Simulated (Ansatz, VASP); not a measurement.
**One calculation of HfN, two programs**

```
Hf N
1.0
     2.82754    0.00000    0.00000
     0.00000    2.82754    0.00000
     0.00000    0.00000    2.82754
Hf N
1 1
Direct
  0.00000 0.00000 0.00000
  0.50000 0.50000 0.50000
```

Alike in both runs: functional PBE; k mesh 6 × 6 × 6; occupations gaussian, width 0.1 eV; no spin polarisation.

Ansatz relaxed the structure, and its values are those at the end. VASP's run is a single point on that final structure, the one shown.

|  | VASP | Ansatz |
| --- | --- | --- |
| version | VASP 6.6.1 | Ansatz 0.2.0 |
| potentials or method | VASP PAW PBE potentials, release 64 (Hf_pv, N) | scalar-relativistic, plane waves, PAW |
| plane-wave cutoff (eV) | 520 | 420 |
| valence electrons in the cell | 15 | 31 |

|  | VASP | Ansatz | Ansatz less VASP |
| --- | --- | --- | --- |
| gap on the k mesh at the Fermi level (eV) | none | none | - |
| pressure (GPa) | -2.5 | 0.0 | +2.55 |

A gap of «none» marks a metal or a gap that the smearing closes. The two sets of potentials don't hold the same shells in valence.

Caveats: the k mesh is coarse (spacing up to 0.37 Å⁻¹), so the values aren't converged. Spin-orbit coupling is left out, which matters for the levels of Hf.
